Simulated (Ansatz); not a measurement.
C: 30 steps of 1.5 fs from 300 K

Method: DFT, LDA, all-electron LAPW, scalar-relativistic (Ansatz 0.2.0).

Command: `ansatz run input.yaml --threads 2 --pin off --max-ram 4096MiB --backend cpu --events-out ev --progress --plain --runs-dir out` The run took 6.6 min on 2 threads of AMD EPYC 9R45 96-Core Processor (Zen 5), on a shared host, peak memory 0.77 GiB.

```yaml
crystal:
  lattice:
    - [2.4560574228, 1.4180054142, 6.6940228996]
    - [-1.2280287114, 0.7090027071, 3.3470114498]
    - [0.0, -1.4180054142, 3.3470114498]
  atoms:
    - { symbol: C, position: [0.418, 0.836, 0.836] }
    - { symbol: C, position: [0.918, 0.836, 0.836] }
    - { symbol: C, position: [0.082, 0.164, 0.164] }
    - { symbol: C, position: [0.582, 0.164, 0.164] }
kpoints:
  mp_grid: { grid: [5, 9, 9] }
scf:
  occupations: { method: fermi_dirac, width: 0.08 }
hamiltonian:
  xc: lda
  pseudopotentials: { kind: all_electron, lapw: { basis_error: 0.001 } }
output:
  forces: true
  stress: true
md:
  timestep: 1.5
  n_steps: 30
  ensemble: nvt_langevin
  temperature: 300
  initial_velocities: maxwell_boltzmann
  seed: 152090
```

The cell comes from COD entry 1200018, which wasn't checked; take it as a given geometry. It is an old determination, and later ones may differ.

Each frame lists Cartesian positions (Å) and forces (eV/Å). Free energies count from the first step, -4115.7200 eV.

Step 0 (t = 0.0 fs): E = 0.0 meV, T = 225 K

```
C     0.0000    0.0000    8.3943     0.030   0.017  -0.897
C     1.2280    0.7090   11.7413     0.030   0.017  -0.897
C     0.0000    0.0000    1.6467    -0.030  -0.017   0.897
C     1.2280    0.7090    4.9937    -0.030  -0.017   0.897
```

Step 1 (t = 1.5 fs): E = -3.5 meV, T = 196 K

```
C     0.0005    0.0005    8.3961     0.125  -0.223  -0.855
C     1.2204    0.7183   11.7315     0.613  -0.709  -0.646
C     0.0022   -0.0060    1.6565    -0.362   0.756   0.655
C     1.2322    0.7061    4.9930    -0.376   0.176   0.846
```

Step 2 (t = 3.0 fs): E = +8.3 meV, T = 166 K

```
C    -0.0003    0.0025    8.3972     0.242  -0.535  -0.778
C     1.2146    0.7255   11.7212     1.008  -1.343  -0.374
C     0.0026   -0.0118    1.6663    -0.519   1.471   0.398
C     1.2360    0.7035    4.9943    -0.731   0.406   0.754
```

Step 3 (t = 4.5 fs): E = +21.2 meV, T = 148 K

```
C    -0.0005    0.0026    8.3969     0.269  -0.708  -0.653
C     1.2109    0.7306   11.7105     1.195  -1.786  -0.081
C     0.0010   -0.0154    1.6764    -0.522   1.954   0.124
C     1.2382    0.7013    4.9976    -0.942   0.540   0.610
```

Step 4 (t = 6.0 fs): E = +22.1 meV, T = 147 K

```
C     0.0011    0.0005    8.3950     0.138  -0.671  -0.492
C     1.2087    0.7329   11.6994     1.227  -1.871   0.223
C    -0.0019   -0.0148    1.6864    -0.422   2.029  -0.164
C     1.2384    0.7001    5.0020    -0.943   0.513   0.433
```

Step 5 (t = 7.5 fs): E = +11.2 meV, T = 192 K

```
C     0.0029   -0.0020    8.3917    -0.078  -0.541  -0.297
C     1.2078    0.7309   11.6890     1.134  -1.510   0.534
C    -0.0059   -0.0100    1.6971    -0.265   1.627  -0.473
C     1.2364    0.6992    5.0068    -0.792   0.424   0.237
```

Step 6 (t = 9.0 fs): E = +0.5 meV, T = 224 K

```
C     0.0043   -0.0049    8.3870    -0.342  -0.316  -0.077
C     1.2091    0.7242   11.6800     0.873  -0.816   0.840
C    -0.0102   -0.0029    1.7081    -0.047   0.876  -0.788
C     1.2321    0.6992    5.0122    -0.483   0.255   0.025
```

Step 7 (t = 10.5 fs): E = +6.2 meV, T = 200 K

```
C     0.0051   -0.0078    8.3824    -0.596  -0.033   0.130
C     1.2132    0.7150   11.6724     0.419  -0.030   1.112
C    -0.0139    0.0047    1.7179     0.227   0.004  -1.069
C     1.2263    0.6997    5.0173    -0.050   0.060  -0.173
```

Step 8 (t = 12.0 fs): E = +31.7 meV, T = 147 K

```
C     0.0044   -0.0109    8.3786    -0.723   0.255   0.293
C     1.2181    0.7067   11.6666    -0.139   0.668   1.322
C    -0.0171    0.0132    1.7256     0.494  -0.856  -1.285
C     1.2209    0.6993    5.0214     0.368  -0.066  -0.330
```

Step 9 (t = 13.5 fs): E = +66.3 meV, T = 75 K

```
C     0.0032   -0.0135    8.3755    -0.721   0.477   0.405
C     1.2233    0.7004   11.6635    -0.712   1.217   1.443
C    -0.0197    0.0212    1.7309     0.767  -1.587  -1.417
C     1.2175    0.6982    5.0236     0.666  -0.106  -0.431
```

Step 10 (t = 15.0 fs): E = +92.3 meV, T = 31 K

```
C     0.0017   -0.0151    8.3737    -0.605   0.606   0.462
C     1.2280    0.6962   11.6643    -1.141   1.561   1.466
C    -0.0203    0.0268    1.7339     0.928  -2.088  -1.459
C     1.2162    0.6967    5.0247     0.818  -0.078  -0.469
```

Step 11 (t = 16.5 fs): E = +92.4 meV, T = 42 K

```
C    -0.0007   -0.0171    8.3730    -0.317   0.750   0.471
C     1.2294    0.6953   11.6682    -1.180   1.597   1.421
C    -0.0169    0.0286    1.7342     0.679  -2.284  -1.427
C     1.2163    0.6958    5.0258     0.818  -0.063  -0.465
```

Step 12 (t = 18.0 fs): E = +66.7 meV, T = 110 K

```
C    -0.0031   -0.0190    8.3733     0.029   0.841   0.445
C     1.2270    0.6973   11.6752    -0.782   1.328   1.309
C    -0.0098    0.0261    1.7318     0.043  -2.137  -1.327
C     1.2175    0.6951    5.0270     0.710  -0.032  -0.427
```

Step 13 (t = 19.5 fs): E = +31.4 meV, T = 177 K

```
C    -0.0044   -0.0187    8.3751     0.319   0.758   0.377
C     1.2223    0.7015   11.6856    -0.192   0.872   1.112
C    -0.0020    0.0204    1.7271    -0.638  -1.716  -1.143
C     1.2197    0.6941    5.0283     0.512   0.086  -0.346
```

Step 14 (t = 21.0 fs): E = +2.9 meV, T = 251 K

```
C    -0.0046   -0.0154    8.3776     0.493   0.480   0.298
C     1.2168    0.7070   11.6985     0.456   0.317   0.854
C     0.0055    0.0127    1.7208    -1.214  -1.085  -0.897
C     1.2224    0.6933    5.0306     0.265   0.289  -0.255
```

Step 15 (t = 22.5 fs): E = -9.9 meV, T = 358 K

```
C    -0.0034   -0.0105    8.3797     0.464   0.014   0.221
C     1.2111    0.7123   11.7138     1.046  -0.357   0.528
C     0.0117    0.0016    1.7119    -1.586  -0.226  -0.582
C     1.2243    0.6917    5.0337     0.076   0.569  -0.166
```

Step 16 (t = 24.0 fs): E = -0.3 meV, T = 353 K

```
C    -0.0012   -0.0069    8.3811     0.339  -0.441   0.128
C     1.2072    0.7172   11.7310     1.463  -1.126   0.139
C     0.0158   -0.0115    1.7005    -1.719   0.774  -0.209
C     1.2262    0.6901    5.0360    -0.083   0.792  -0.057
```

Step 17 (t = 25.5 fs): E = +27.6 meV, T = 338 K

```
C     0.0019   -0.0048    8.3823     0.188  -0.772   0.026
C     1.2066    0.7212   11.7494     1.656  -1.856  -0.260
C     0.0178   -0.0238    1.6892    -1.628   1.731   0.168
C     1.2290    0.6895    5.0379    -0.216   0.896   0.066
```

Step 18 (t = 27.0 fs): E = +58.3 meV, T = 268 K

```
C     0.0049   -0.0031    8.3846     0.042  -1.018  -0.096
C     1.2101    0.7226   11.7667     1.586  -2.371  -0.630
C     0.0174   -0.0338    1.6780    -1.315   2.464   0.527
C     1.2322    0.6898    5.0396    -0.314   0.925   0.198
```

Step 19 (t = 28.5 fs): E = +74.2 meV, T = 225 K

```
C     0.0059   -0.0031    8.3879    -0.024  -1.091  -0.241
C     1.2166    0.7196   11.7817     1.277  -2.467  -0.963
C     0.0143   -0.0400    1.6675    -0.885   2.717   0.858
C     1.2344    0.6904    5.0401    -0.368   0.841   0.346
```

Step 20 (t = 30.0 fs): E = +70.1 meV, T = 251 K

```
C     0.0064   -0.0052    8.3916    -0.098  -0.984  -0.385
C     1.2246    0.7110   11.7940     0.826  -2.005  -1.254
C     0.0086   -0.0418    1.6579    -0.315   2.405   1.157
C     1.2365    0.6915    5.0402    -0.413   0.585   0.482
```

Step 21 (t = 31.5 fs): E = +59.3 meV, T = 252 K

```
C     0.0066   -0.0083    8.3935    -0.167  -0.668  -0.485
C     1.2338    0.6982   11.8020     0.262  -1.040  -1.464
C     0.0012   -0.0389    1.6499     0.414   1.621   1.382
C     1.2389    0.6954    5.0403    -0.509   0.087   0.566
```

Step 22 (t = 33.0 fs): E = +65.5 meV, T = 241 K

```
C     0.0059   -0.0125    8.3930    -0.185  -0.183  -0.511
C     1.2438    0.6846   11.8063    -0.496   0.111  -1.573
C    -0.0062   -0.0317    1.6445     1.201   0.560   1.502
C     1.2400    0.7008    5.0410    -0.520  -0.488   0.583
```

Step 23 (t = 34.5 fs): E = +94.9 meV, T = 164 K

```
C     0.0056   -0.0176    8.3913    -0.207   0.317  -0.470
C     1.2534    0.6721   11.8070    -1.340   1.152  -1.567
C    -0.0115   -0.0236    1.6425     1.935  -0.498   1.506
C     1.2397    0.7046    5.0436    -0.388  -0.972   0.532
```

Step 24 (t = 36.0 fs): E = +129.7 meV, T = 108 K

```
C     0.0058   -0.0220    8.3899    -0.190   0.708  -0.383
C     1.2608    0.6624   11.8047    -2.024   1.954  -1.468
C    -0.0135   -0.0161    1.6439     2.443  -1.380   1.423
C     1.2394    0.7063    5.0481    -0.229  -1.282   0.428
```

Step 25 (t = 37.5 fs): E = +144.3 meV, T = 82 K

```
C     0.0065   -0.0264    8.3892    -0.109   1.034  -0.277
C     1.2649    0.6570   11.8009    -2.318   2.385  -1.335
C    -0.0107   -0.0103    1.6473     2.472  -1.973   1.314
C     1.2390    0.7061    5.0539    -0.045  -1.446   0.298
```

Step 26 (t = 39.0 fs): E = +115.6 meV, T = 145 K

```
C     0.0069   -0.0308    8.3887     0.086   1.301  -0.164
C     1.2648    0.6590   11.7946    -2.108   2.239  -1.181
C    -0.0028   -0.0078    1.6516     1.858  -2.107   1.187
C     1.2382    0.7042    5.0591     0.164  -1.433   0.158
```

Step 27 (t = 40.5 fs): E = +55.0 meV, T = 279 K

```
C     0.0073   -0.0327    8.3871     0.393   1.308  -0.022
C     1.2607    0.6679   11.7859    -1.464   1.569  -0.983
C     0.0087   -0.0084    1.6573     0.771  -1.784   1.019
C     1.2382    0.6993    5.0646     0.300  -1.093  -0.014
```

Step 28 (t = 42.0 fs): E = +4.2 meV, T = 362 K

```
C     0.0087   -0.0306    8.3852     0.643   0.993   0.128
C     1.2539    0.6805   11.7763    -0.629   0.603  -0.742
C     0.0218   -0.0119    1.6642    -0.444  -1.138   0.810
C     1.2379    0.6918    5.0702     0.430  -0.459  -0.196
```

Step 29 (t = 43.5 fs): E = -5.8 meV, T = 377 K

```
C     0.0114   -0.0263    8.3845     0.722   0.456   0.254
C     1.2457    0.6941   11.7666     0.157  -0.462  -0.472
C     0.0343   -0.0175    1.6727    -1.491  -0.324   0.569
C     1.2368    0.6828    5.0751     0.612   0.331  -0.351
```

Step 30 (t = 45.0 fs): E = +24.7 meV, T = 318 K

```
C     0.0160   -0.0220    8.3848     0.631  -0.190   0.369
C     1.2376    0.7058   11.7568     0.816  -1.441  -0.172
C     0.0440   -0.0237    1.6830    -2.180   0.526   0.296
C     1.2369    0.6738    5.0795     0.733   1.105  -0.493
```

(1) What is the mean temperature over the last 16 frames?

Results:

(1) 258 K; so short a run of so small a cell isn't equilibrated.
